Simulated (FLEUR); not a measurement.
# CdTe (F-43m) in FLEUR: further runs, part 2 of 2

FLEUR MaX-R8.1 (later development tree). The steps go on from the part before.

## (3) Equation of state, LDA (Wigner correlation), 30.95 Å³/atom (volume scaled by 0.94)

Changes to inp.xml since step 2:

```diff
@@ -24,3 +24,3 @@
       <xi:include xmlns:xi="http://www.w3.org/2001/XInclude" href="sym.xml"> </xi:include>
-      <bulkLattice scale="1.0">
+      <bulkLattice scale="0.9795861087">
          <bravaisMatrix>
@@ -34,3 +34,3 @@
       <species name="Tellurium (Te)" element="Te" atomicNumber="52">
-         <mtSphere radius="2.3" gridPoints="761" logIncrement="0.017"/>
+         <mtSphere radius="2.23" gridPoints="761" logIncrement="0.017"/>
          <atomicCutoffs lmax="9" lnonsphr="7"/>
@@ -51,3 +51,3 @@
       <species name="Cadmium (Cd)" element="Cd" atomicNumber="48">
-         <mtSphere radius="2.56" gridPoints="847" logIncrement="0.015"/>
+         <mtSphere radius="2.48" gridPoints="847" logIncrement="0.015"/>
          <atomicCutoffs lmax="10" lnonsphr="8"/>
```

Potentials or basis: all-electron, FLAPW.

Started as:

```
> inpgen -f crystal.txt -profile fastHighL
> # inp.xml edited to the form shown
> fleur_MPI
```

Log:

```text
Welcome to FLEUR        (www.flapw.de)
      MaX-Release 8.1          (www.max-centre.eu)

 ========== k-point set info ==========
 Selected k-point list: default-1
 k-point list type: mesh
 7 x 7 x 7
 Number of k points: 20

 ------------Calculation Setup---------------------------
 Number of MPI-tasks      :            1
 Number of PE/node        :            1
 Number of OMP-threads    :            1
 Most efficient MPI parallelization for:
           1           2           4           5          10          20
 Additional eigenvalue parallelization possible
 Number of basis functions:          478
 Approximate size of matrices (H+S) per k-point:         0.007 GB
 --------------------------------------------------------
 Iteration:     1   Distance:       5.97808430 me/bohr^3
 Iteration:     2   Distance:       5.49495611 me/bohr^3
 Iteration:     3   Distance:       3.26941089 me/bohr^3
 Iteration:     4   Distance:       0.93351040 me/bohr^3
 Iteration:     5   Distance:       0.68149835 me/bohr^3
 Iteration:     6   Distance:       0.12573776 me/bohr^3
 Iteration:     7   Distance:       0.07988119 me/bohr^3
 Iteration:     8   Distance:       0.03650376 me/bohr^3
 Iteration:     9   Distance:       0.00430887 me/bohr^3
 Iteration:    10   Distance:       0.00357187 me/bohr^3
 Iteration:    11   Distance:       0.00026608 me/bohr^3
 Iteration:    12   Distance:       0.00011713 me/bohr^3
 Iteration:    13   Distance:       0.00002538 me/bohr^3
 Iteration:    14   Distance:       0.00000298 me/bohr^3

 ********************************************************************
 Run finished successfully
 Stop message:
   all done
 ********************************************************************
```

out.xml (last iteration):

```text
<iteration numberForCurrentRun="   14" overallNumber="   14">
         <energyParameters units="Htr">
            <atomicEP atomType="1" spin="1" branch="5s" branchLowest="-5.62" branchHighest="0.88" value="-0.3017271124"/>
            <atomicEP atomType="1" spin="1" branch="5p" branchLowest="-3.79" branchHighest="1.70" value="-0.0656782860"/>
            <atomicEP atomType="1" spin="1" branch="5d" branchLowest="-1.08" branchHighest="3.11" value="0.1354175919"/>
            <atomicEP atomType="1" spin="1" branch="4f" branchLowest="-9.99" branchHighest="1.74" value="0.2874513603"/>
[... 134 lines left out ...]
            </atomTypeDependentContributions>
            <tkbTimesEntropy value="0.0000001804"/>
            <freeEnergy value="-12378.0290885034"/>
            <extrapolationTo0K value="-12378.0290884131"/>
         </totalEnergy>
         <densityConvergence units="me/bohr^3">
            <chargeDensity spin="1" distance="0.0000029837"/>
         </densityConvergence>
      </iteration>
```

Run time: 31 s. Hardware: 1 thread of Arm Neoverse V2, shared host; peak memory 0.08 GiB.

What came out:

* Free energy: -336823.3305 eV
* Band gap on the k mesh: 0.75 eV, direct
* Valence electrons inside the program's atomic spheres: Te 18.84; Cd 18.48 (radii Te 2.23, Cd 2.48 bohr)

Caveat: the plane-wave cutoff is short for the semicore states, which can make moduli rough; spin-orbit coupling is left out, which moves the levels of the heavy elements.

## (4) Equation of state, LDA (Wigner correlation), 31.60 Å³/atom (volume scaled by 0.96)

Changes to inp.xml since step 3:

```diff
@@ -24,3 +24,3 @@
       <xi:include xmlns:xi="http://www.w3.org/2001/XInclude" href="sym.xml"> </xi:include>
-      <bulkLattice scale="0.9795861087">
+      <bulkLattice scale="0.9864848297">
          <bravaisMatrix>
```

Started as:

```
> inpgen -f crystal.txt -profile fastHighL
> # inp.xml edited to the form shown
> fleur_MPI
```

Wall time 33 s (1 thread of Arm Neoverse V2, shared host); peak memory 0.08 GiB.

The run converged. Its results:

```
Free energy                                           : -336823.3636 eV
Band gap on the k mesh                                : 0.68 eV, direct
Valence electrons inside the program's atomic spheres : Te 18.83; Cd 18.46 (radii Te 2.23, Cd 2.48 bohr)
```

Caveat: the plane-wave cutoff is short for the semicore states, which can make moduli rough; spin-orbit coupling is left out, which moves the levels of the heavy elements.

## (5) Equation of state, LDA (Wigner correlation), 32.92 Å³/atom

Changes to inp.xml since step 4:

```diff
@@ -24,3 +24,3 @@
       <xi:include xmlns:xi="http://www.w3.org/2001/XInclude" href="sym.xml"> </xi:include>
-      <bulkLattice scale="0.9864848297">
+      <bulkLattice scale="1.0000000000">
          <bravaisMatrix>
```

Started as:

```
> inpgen -f crystal.txt -profile fastHighL
> # inp.xml edited to the form shown
> fleur_MPI
```

Wall time 36 s (1 thread of Arm Neoverse V2, shared host); peak memory 0.09 GiB.

Results (log left out):

| Item | Value |
| --- | --- |
| Free energy | -336823.4041 eV |
| Band gap on the k mesh | 0.56 eV, direct |
| Valence electrons inside the program's atomic spheres | Te 18.81; Cd 18.42 (radii Te 2.23, Cd 2.48 bohr) |

Caveat: the plane-wave cutoff is short for the semicore states, which can make moduli rough; spin-orbit coupling is left out, which moves the levels of the heavy elements.

## (6) Equation of state, LDA (Wigner correlation), 34.24 Å³/atom (volume scaled by 1.04)

Changes to inp.xml since step 5:

```diff
@@ -24,3 +24,3 @@
       <xi:include xmlns:xi="http://www.w3.org/2001/XInclude" href="sym.xml"> </xi:include>
-      <bulkLattice scale="1.0000000000">
+      <bulkLattice scale="1.0131594038">
          <bravaisMatrix>
```

Potentials or basis: all-electron, FLAPW.

Started as:

```
> inpgen -f crystal.txt -profile fastHighL
> # inp.xml edited to the form shown
> fleur_MPI
```

Wall time 39 s (1 thread of Arm Neoverse V2, shared host); peak memory 0.09 GiB.

Results (log left out):

| Item | Value |
| --- | --- |
| Free energy | -336823.4118 eV |
| Band gap on the k mesh | 0.45 eV, direct |
| Valence electrons inside the program's atomic spheres | Te 18.79; Cd 18.39 (radii Te 2.23, Cd 2.48 bohr) |

Caveat: the plane-wave cutoff is short for the semicore states, which can make moduli rough; spin-orbit coupling is left out, which moves the levels of the heavy elements.

## (7) Equation of state, LDA (Wigner correlation), 34.90 Å³/atom (volume scaled by 1.06)

Changes to inp.xml since step 6:

```diff
@@ -24,3 +24,3 @@
       <xi:include xmlns:xi="http://www.w3.org/2001/XInclude" href="sym.xml"> </xi:include>
-      <bulkLattice scale="1.0131594038">
+      <bulkLattice scale="1.0196128224">
          <bravaisMatrix>
```

Started as:

```
> inpgen -f crystal.txt -profile fastHighL
> # inp.xml edited to the form shown
> fleur_MPI
```

Run time: 40 s. Hardware: 1 thread of Arm Neoverse V2, shared host; peak memory 0.09 GiB.

Results (log left out):

```yaml
Free_energy: -336823.4045 eV
Band_gap_on_the_k_mesh: 0.39 eV, direct
Valence_electrons_inside_the_program's_atomic_spheres: Te 18.79; Cd 18.37 (radii Te 2.23, Cd 2.48 bohr)
```

Caveat: the plane-wave cutoff is short for the semicore states, which can make moduli rough; spin-orbit coupling is left out, which moves the levels of the heavy elements.

## (8) Equation of state, LDA (Wigner correlation)

No new run: the results of the series are fitted here.

What came out:

```yaml
Equilibrium_volume: "33.91 Å³/atom (rough: see the caveat)"
Bulk_modulus: 48 GPa (rough)
```

Energy against volume, from the lowest point:
```
volume (Å³/atom)  energy (meV/atom)
          30.947              40.66
          31.605              24.12
          32.922               3.88
          34.239               0.00
          34.897               3.64
```

Caveat: the fit is doubtful: noisy points or a state that changes with volume; the plane-wave cutoff is short for the semicore states, which can make moduli rough. Spin-orbit coupling is left out, which matters for the levels of Te.

## (9) Against experiment

Step 2. Measured gap of CdTe: 1.607 eV (0 K; a printed reference work, data compilation). This calculation gives 0.56 eV (-1.05 eV). So large a miss can be the level of theory's own, or it may mean another phase, state or a wrong row. Spin-orbit coupling on Cd, Te is left out. The value is that of LDA (Wigner correlation), without temperature or zero-point motion.
